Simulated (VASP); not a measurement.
# SnO2 (Pmmm) in VASP: equation of state, part 2 of 2

VASP 6.6.1.

### Step 4. Equation of state, PBE, 29.31 Å³/atom (volume scaled by 0.98)

The input, INCAR:

```
SYSTEM = SnO2
  PREC = Accurate
  ENCUT = 520
  EDIFF = 1E-7
  ISMEAR = -1
  SIGMA = 0.05
  LREAL = .FALSE.
  LASPH = .TRUE.
  NELM = 60
  ALGO = Normal
  ISIF = 2
  LWAVE = .FALSE.
  LCHARG = .FALSE.
  GGA = PE
  NBANDS = 20
```

The input, KPOINTS:

```
Automatic mesh
0
G
  9 6 5
  0 0 0
```

The input, POSCAR:

```
SnO2
1.0
    3.0029789859      0.0000000000      0.0000000000
    0.0000000000      4.9313589960      0.0000000000
    0.0000000000      0.0000000000      5.9368449658
Sn O
1 2
Direct
    0.5000000000      0.5000000000      0.0000000000
    0.0000000000      0.5000000000      0.7757200000
    0.0000000000      0.5000000000      0.2242800000
```

Potentials or basis: VASP PAW PBE potentials, release 64 (Sn_d, O).

Command:

```sh
$ cat potpaw_PBE.64/Sn_d/POTCAR potpaw_PBE.64/O/POTCAR > POTCAR
$ mpirun -np 1 vasp_std > vasp.out
```

OUTCAR:

```text
SYSTEM = SnO2
   PREC = Accurate
   ENCUT = 520
   EDIFF = 1E-7
   ISMEAR = -1
   LREAL = .FALSE.
   LASPH = .TRUE.
   NELM = 60
   ISIF = 2
   GGA = PE

 Found     60 irreducible k-points:

 Following reciprocal coordinates:
            Coordinates               Weight
  0.000000  0.000000  0.000000      1.000000
  0.111111  0.000000  0.000000      2.000000
  0.222222  0.000000  0.000000      2.000000
  0.333333  0.000000  0.000000      2.000000
  0.444444  0.000000  0.000000      2.000000
  0.000000  0.166667  0.000000      2.000000
   k-points           NKPTS =     60   k-points in BZ     NKDIM =     60   number of bands    NBANDS=     20
   number of dos      NEDOS =    301   number of ions     NIONS =      3
   total plane-waves  NPLWV =  46080
   dimension x,y,z NGX =    24 NGY =   40 NGZ =   48
   dimension x,y,z NGXF=    48 NGYF=   80 NGZF=   96
   ions per type =               1   2
   NGX,Y,Z   is equivalent  to a cutoff of  13.29, 13.48, 13.44 a.u.
   NGXF,Y,Z  is equivalent  to a cutoff of  26.57, 26.97, 26.88 a.u.
 SYSTEM =  SnO2
   PREC   = accura    normal or accurate (medium, high low for compatibility)
   ISTART =      0    job   : 0-new  1-cont  2-samecut
   ICHARG =      2    charge: 1-file 2-atom 10-const
   ISPIN  =      1    spin polarized calculation?
   LNONCOLLINEAR =      F non collinear calculations
   LSORBIT =      F    spin-orbit coupling
   LASPH  =      T    aspherical Exc in radial PAW
   ENCUT  =  520.0 eV  38.22 Ry    6.18 a.u.   5.58  9.17 11.04*2*pi/ulx,y,z
   NELM   =     60;   NELMIN=  2; NELMDL= -5     # of ELM steps
   EDIFF  = 0.1E-06   stopping-criterion for ELM
   LREAL  =      F    real-space projection
   EDIFFG = 0.1E-05   stopping-criterion for IOM
   NSW    =      0    number of steps for IOM
   IBRION =     -1    ionic relax: 0-MD 1-quasi-New 2-CG
   NFREE  =      0    steps in history (QN), initial steepest desc. (CG)
   ISIF   =      2    stress and relaxation
   ISYM   =      2    0-nonsym 1-usesym 2-fastsym
   POTIM  = 0.5000    time-step for ionic-motion
   TEBEG  =    0.0;   TEEND  =   0.0 temperature during run
   PSTRESS=    0.0 pullay stress
   NELECT =      26.0000    total number of electrons
   NUPDOWN=      -1.0000    fix difference up-down
   EMIN   =  10.00;   EMAX   =-10.00  energy-range for DOS
   EFERMI =   0.00;   METHOD = LEGACY
   ISMEAR =    -1;   SIGMA  =   0.05  broadening in eV -4-tet -1-fermi 0-gaus
   EFERMI_NEDOS =   21; number of points for ismear=-14 and -15
   IALGO  =     38    algorithm
   IMIX   =      4    mixing-type and parameters
     AMIX     =   0.40;   BMIX     =  1.00
     AMIX_MAG =   1.60;   BMIX_MAG =  1.00
  volume/ion in A,a.u.               =      29.31       197.77
  Fermi-wavevector in a.u.,A,eV,Ry     =   1.090706  2.061136 16.186032  1.189640
  Thomas-Fermi vector in A             =   2.226936
   LORBIT       =      0    0 simple, 1 ext, 2 COOP (PROOUT), +10 PAW based schemes
   GGA     = PE    functional components
   LHFCALC =     F    Hartree Fock is set to
   AEXX    =    0.0000 exact exchange contribution
   IVDW    =     0    specifies the selected vdW correction
   LEPSILON=     F    determine dielectric tensor
   LRPA    =     F    only Hartree local field effects (RPA)
 non-spin polarized calculation
  energy-cutoff  :      520.00
  volume of cell :       87.92
 maximum number of plane-waves:      2388
 NGX is ok and might be reduce to    24
   NGX = 11   NGY = 19   NGZ = 23

 number of electron      25.9999993 magnetization

 Free energy of the ion-electron system (eV)
  ---------------------------------------------------
  ext. energy  EPLUGINS =         0.00000000
  ---------------------------------------------------
  free energy    TOTEN  =       -16.12883392 eV

  energy without entropy =      -16.12883383  energy(sigma->0) =      -16.12883388

 E-fermi :  -0.4951     XC(G=0):  -6.4184

 val. band max:       -1.2059149823   @ k =   0.4444   0.5000   0.0000
 cond. band min:       0.0914498377   @ k =   0.0000   0.0000   0.0000
 fundamental gap:      1.2973648200
 Fermi energy:        -0.4950501960

 k-point     1 :       0.0000    0.0000    0.0000
  band No.  band energies     occupation
      1     -22.5999      2.00000
      2     -21.7922      2.00000
      3     -21.7032      2.00000
      4     -21.6061      2.00000
      5     -21.5979      2.00000
      6     -18.4319      2.00000
[... 12 lines left out ...]
     19      10.0756      0.00000
     20      10.9844      0.00000

 k-point     2 :       0.1111    0.0000    0.0000
  band No.  band energies     occupation
      1     -22.5185      2.00000
      2     -21.7888      2.00000
      3     -21.7552      2.00000
      4     -21.7228      2.00000
      5     -21.5828      2.00000
      6     -18.4194      2.00000
[... 12 lines left out ...]
     19      10.4088      0.00000
     20      10.6703      0.00000

 k-point     3 :       0.2222    0.0000    0.0000
  band No.  band energies     occupation
      1     -22.3152      2.00000
      2     -22.0910      2.00000
      3     -21.7800      2.00000
      4     -21.7721      2.00000
      5     -21.5123      2.00000
      6     -18.3867      2.00000
[... 12 lines left out ...]
     19       9.3522      0.00000
     20      11.2482      0.00000

 k-point     4 :       0.3333    0.0000    0.0000
  band No.  band energies     occupation
      1     -22.4038      2.00000
      2     -22.0996      2.00000
      3     -21.8273      2.00000
      4     -21.7699      2.00000
      5     -21.3990      2.00000
      6     -18.3480      2.00000
[... 12 lines left out ...]
     19       9.3849      0.00000
     20      11.0663      0.00000

 k-point     5 :       0.4444    0.0000    0.0000
  band No.  band energies     occupation
      1     -22.5821      2.00000
      2     -21.9776      2.00000
      3     -21.8630      2.00000
      4     -21.7634      2.00000
      5     -21.2948      2.00000
      6     -18.3217      2.00000
[... 12 lines left out ...]
     19      10.6469      0.00000
     20      10.7090      0.00000

 k-point     6 :       0.0000    0.1667    0.0000
  band No.  band energies     occupation
      1     -22.5998      2.00000
      2     -21.7924      2.00000
      3     -21.7033      2.00000
      4     -21.6060      2.00000
      5     -21.5979      2.00000
      6     -18.4298      2.00000
[... 12 lines left out ...]
     19       9.5386      0.00000
     20      10.5670      0.00000

 [... further k-points ...]
[... 5 lines left out ...]
  --------------------------------------------------------------------------------------
  -------------------------------------------------------------------------------------
  Total        1.8221592      0.2425219      1.2586229      0.0000000      0.0000000      0.0000000
  in kB       33.2064378      4.4196405     22.9367342      0.0000000      0.0000000      0.0000000
  external PRESSURE =      20.1876042 kB  Pullay stress =       0.0000000 kB

 VOLUME and BASIS-vectors are now :
 -----------------------------------------------------------------------------
  energy-cutoff  :      520.00
  volume of cell :       87.92
      direct lattice vectors                 reciprocal lattice vectors
     3.002978986  0.000000000  0.000000000     0.333002663  0.000000000  0.000000000
     0.000000000  4.931358996  0.000000000     0.000000000  0.202783858  0.000000000
     0.000000000  0.000000000  5.936844966     0.000000000  0.000000000  0.168439635

 POSITION                                       TOTAL-FORCE (eV/Angst)
 -----------------------------------------------------------------------------------
      1.50149      2.46568      0.00000         0.000000      0.000000      0.000000
      0.00000      2.46568      4.60533         0.000000      0.000000     -0.389031
      0.00000      2.46568      1.33152         0.000000      0.000000      0.389031
 -----------------------------------------------------------------------------------
    total drift:                                0.000000     -0.000000     -0.000000

  FREE ENERGIE OF THE ION-ELECTRON SYSTEM (eV)
  ---------------------------------------------------
  free  energy   TOTEN  =       -16.1288339244 eV

  energy  without entropy=      -16.1288338256  energy(sigma->0) =      -16.12883388
```

OSZICAR:

```text
N       E                     dE             d eps       ncg     rms          rms(c)
DAV:   1     0.255514664248E+03    0.25551E+03   -0.13133E+04  2488   0.146E+03
DAV:   2     0.117018896287E+02   -0.24381E+03   -0.23178E+03  2948   0.405E+02
DAV:   3    -0.194824019117E+02   -0.31184E+02   -0.30838E+02  2788   0.140E+02
DAV:   4    -0.205172595217E+02   -0.10349E+01   -0.10335E+01  2824   0.297E+01
DAV:   5    -0.205438166671E+02   -0.26557E-01   -0.26554E-01  2948   0.480E+00    0.119E+01
DAV:   6    -0.163435124361E+02    0.42003E+01   -0.18835E+01  3712   0.646E+01    0.515E+00
DAV:   7    -0.162301391535E+02    0.11337E+00   -0.12521E+00  2620   0.941E+00    0.239E+00
DAV:   8    -0.161327865132E+02    0.97353E-01   -0.26093E-01  3080   0.475E+00    0.574E-01
DAV:   9    -0.161247090198E+02    0.80775E-02   -0.47807E-02  3244   0.205E+00    0.232E-01
DAV:  10    -0.161289597411E+02   -0.42507E-02   -0.67586E-03  2628   0.708E-01    0.888E-02
DAV:  11    -0.161288148747E+02    0.14487E-03   -0.18719E-03  3364   0.426E-01    0.513E-02
DAV:  12    -0.161288347187E+02   -0.19844E-04   -0.14832E-04  2728   0.158E-01    0.168E-02
DAV:  13    -0.161288341290E+02    0.58967E-06   -0.22862E-05  2884   0.384E-02    0.249E-03
DAV:  14    -0.161288338726E+02    0.25641E-06   -0.10864E-06  2608   0.130E-02    0.565E-04
DAV:  15    -0.161288339244E+02   -0.51831E-07   -0.79675E-08  2404   0.390E-03
   1 F= -.16128834E+02 E0= -.16128834E+02  d E =-.987921E-07
```

stdout:

```text
POSCAR found type information on POSCAR SnO
 POSCAR found :  2 types and       3 ions
 scaLAPACK will be used
 LDA part: xc-table for (Slater+PW92), standard interpolation
 POSCAR, INCAR and KPOINTS ok, starting setup
 FFT: planning ... GRIDC
 FFT: planning ... GRID_SOFT
 FFT: planning ... GRID
 WAVECAR not read
 entering main loop
```

Wall time 37 s (1 thread of Intel Xeon 6975P-C (Granite Rapids), shared host); peak memory 0.25 GiB.

Results:

* Free energy: -16.1288 eV
* Pressure: 2.0 GPa
* Largest force: 0.389 eV/Å
* Band gap on the k mesh: 1.30 eV, indirect (least direct gap 1.86 eV)

Caveat: spin-orbit coupling is left out, which moves the levels of the heavy elements; an odd mesh through Γ misses points on the zone boundary, where band edges often lie.

### Step 5. Equation of state, PBE, 30.50 Å³/atom (volume scaled by 1.02)

The input, INCAR:

```
PREC = Accurate ; ENCUT = 520
EDIFF = 1E-7 ; ISMEAR = -1
SIGMA = 0.05 ; LREAL = False
LASPH = True ; NELM = 80
ALGO = Normal ; ISIF = 2
LWAVE = False ; LCHARG = False
GGA = PE ; NBANDS = 20
```

The input, KPOINTS:

```
Automatic mesh
0
Gamma
  9 6 5
```

The input, POSCAR:

```
SnO2
1.0
    3.0432922391      0.0000000000      0.0000000000
    0.0000000000      4.9975596337      0.0000000000
    0.0000000000      0.0000000000      6.0165436701
Sn O
1 2
Direct
    0.5000000000      0.5000000000      0.0000000000
    0.0000000000      0.5000000000      0.7757200000
    0.0000000000      0.5000000000      0.2242800000
```

Command:

```sh
$ cat potpaw_PBE.64/Sn_d/POTCAR potpaw_PBE.64/O/POTCAR > POTCAR
$ mpirun -np 1 vasp_std > vasp.out
```

It took 36 s on 1 thread of Intel Xeon 6975P-C (Granite Rapids), shared host; peak memory 0.26 GiB.

Results (log left out):

| Quantity | Value |
| --- | --- |
| Free energy | -16.1483 eV |
| Pressure | -0.4 GPa |
| Largest force | 0.176 eV/Å |
| Band gap on the k mesh | 1.27 eV, indirect (least direct gap 1.84 eV) |

Caveat: spin-orbit coupling is left out, which moves the levels of the heavy elements; an odd mesh through Γ misses points on the zone boundary, where band edges often lie.

### Step 6. Equation of state, PBE, 31.10 Å³/atom (volume scaled by 1.04)

The input, INCAR:

```
SYSTEM = SnO2
ALGO = Normal
EDIFF = 1E-7
ENCUT = 520
GGA = PE
ISIF = 2
ISMEAR = -1
LASPH = .True.
LCHARG = .False.
LREAL = .False.
LWAVE = .False.
NBANDS = 20
NELM = 60
PREC = Accurate
SIGMA = 0.05
```

The input, KPOINTS:

```
k-points
0
Gamma
  9 6 5
  0 0 0
```

The input, POSCAR:

```
SnO2
1.0
    3.0630544308      0.0000000000      0.0000000000
    0.0000000000      5.0300122290      0.0000000000
    0.0000000000      0.0000000000      6.0556132303
Sn O
1 2
Direct
    0.5000000000      0.5000000000      0.0000000000
    0.0000000000      0.5000000000      0.7757200000
    0.0000000000      0.5000000000      0.2242800000
```

Potentials or basis: VASP PAW PBE potentials, release 64 (Sn_d, O).

Command:

```sh
$ cat potpaw_PBE.64/Sn_d/POTCAR potpaw_PBE.64/O/POTCAR > POTCAR
$ mpirun -np 1 vasp_std > vasp.out
```

It took 38 s on 1 thread of Intel Xeon 6975P-C (Granite Rapids), shared host; peak memory 0.26 GiB.

Results (log left out):

- Free energy: -16.1393 eV
- Pressure: -1.4 GPa
- Largest force: 0.425 eV/Å
- Band gap on the k mesh: 1.26 eV, indirect (least direct gap 1.83 eV)

Caveat: spin-orbit coupling is left out, which moves the levels of the heavy elements; an odd mesh through Γ misses points on the zone boundary, where band edges often lie.

### Step 7. Equation of state, PBE, 31.70 Å³/atom (volume scaled by 1.06)

The input, INCAR:

```
SYSTEM = SnO2
  PREC = Accurate
  ENCUT = 520
  EDIFF = 1E-7
  ISMEAR = -1
  SIGMA = 0.05
  LREAL = .FALSE.
  LASPH = .TRUE.
  NELM = 100
  ALGO = Normal
  ISIF = 2
  LWAVE = .FALSE.
  LCHARG = .FALSE.
  GGA = PE
  NBANDS = 20
```

The input, KPOINTS:

```
Automatic mesh
0
G
  9 6 5
  0 0 0
```

The input, POSCAR:

```
SnO2
1.0
    3.0825648576      0.0000000000      0.0000000000
    0.0000000000      5.0620513872      0.0000000000
    0.0000000000      0.0000000000      6.0941850551
Sn O
1 2
Direct
    0.5000000000      0.5000000000      0.0000000000
    0.0000000000      0.5000000000      0.7757200000
    0.0000000000      0.5000000000      0.2242800000
```

Command:

```sh
$ cat potpaw_PBE.64/Sn_d/POTCAR potpaw_PBE.64/O/POTCAR > POTCAR
$ mpirun -np 1 vasp_std > vasp.out
```

Wall time 37 s (1 thread of Intel Xeon 6975P-C (Granite Rapids), shared host); peak memory 0.26 GiB.

The run converged. Its results:

* Free energy: -16.1196 eV
* Pressure: -2.3 GPa
* Largest force: 0.655 eV/Å
* Band gap on the k mesh: 1.24 eV, indirect (least direct gap 1.81 eV)

Caveat: spin-orbit coupling is left out, which moves the levels of the heavy elements; an odd mesh through Γ misses points on the zone boundary, where band edges often lie.

### Step 8. Equation of state, PBE

This step only gathers the single runs of the series.

What came out:

```
Equilibrium volume                        : 30.34 Å³/atom
Bulk modulus at fixed shape and positions : 56 GPa
Pressure derivative of the bulk modulus   : 4.6
```

Energy against volume, from the lowest point:
```
volume (Å³/atom)  energy (meV/atom)
          28.110              33.04
          28.708              16.98
          29.306               6.49
          29.904               1.01
          30.502               0.00
          31.100               2.99
          31.698               9.57
```

Caveat: the cell was scaled at fixed shape and fractional positions, which overstates the stiffness of a crystal with free parameters, most of all of layers and chains.
